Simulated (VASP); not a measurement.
Si, 2 atoms in the cell. Symmetry: Fd-3m, No. 227, cubic system. Conventional cell: a = 5.436 Å, b = 5.436 Å, c = 5.436 Å, α = 90.00°, β = 90.00°, γ = 90.00°. Si (site symmetry -43m) has 4 Si at 2.35 Å as nearest neighbours. 

```yaml
Program: VASP 6.6.1
Task: band structure
Functional: r2SCAN
Potentials_or_basis: VASP PAW PBE potentials, release 64 (Si)
Cutoff: 520 eV
k_mesh: 10 × 10 × 10
Occupations: gaussian, width 0.03 eV
Spin: no spin polarisation
Further_INCAR_settings: ALGO = Normal; EDIFF = 1e-07; NBANDS = 11
```

Potentials or basis: VASP PAW PBE potentials, release 64 (Si).

The run is started by

```sh
$ cat potpaw_PBE.64/Si/POTCAR > POTCAR
$ mpirun -np 1 vasp_std > vasp.out
```

Hardware: 1 thread of Intel(R) Xeon(R) Platinum 8259CL CPU @ 2.50GHz (Skylake/Cascade Lake), with other jobs on the host.

Estimate the wall time of this run.

Run time: 4.4 min on 1 thread of Intel(R) Xeon(R) Platinum 8259CL CPU @ 2.50GHz (Skylake/Cascade Lake), on a shared host, peak memory 0.17 GiB. Counts: scf iterations 56, k points 47.
